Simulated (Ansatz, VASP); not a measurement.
**One calculation of NiO, two programs**

```
Ni O
1.0
     0.00000    2.04473    2.04473
     2.04473    0.00000    2.04473
     2.04473    2.04473    0.00000
Ni O
1 1
Direct
  0.00000 0.00000 0.00000
  0.50000 0.50000 0.50000
```

Alike in both runs: task single point; functional PBE; k mesh 12 × 12 × 12; occupations gaussian, width 0.02 eV; collinear spin; Hubbard terms Ni d U = 6.2 eV.

```csv
,VASP,Ansatz
version,VASP 6.6.1,Ansatz 0.2.0
potentials or method,"VASP PAW PBE potentials, release 64 (Ni, O)","scalar-relativistic, plane waves, PAW"
plane-wave cutoff (eV),520,420
valence electrons in the cell,16,24
```

```csv
,VASP,Ansatz,Ansatz less VASP
gap on the k mesh at the Fermi level (eV),2.38,2.05,-0.328
least direct gap on the mesh (eV),3.20,2.96,-0.246
pressure (GPa),16.7,30.8,+14.06
net moment per atom (μB),1.00,1.00,0.000
size of the moment on the site where the two differ most (μB),1.82,1.71,-0.116
```

Site moments also hang on the region over which each program counts them. The programs project onto different local orbitals, so the same U acts differently. The two sets of potentials don't hold the same shells in valence.

Caveats: a cell with one magnetic atom can't hold antiferromagnetic order, which such compounds often take. A k mesh can miss the band edges. The state reached can hang on the start; a lower one may exist.
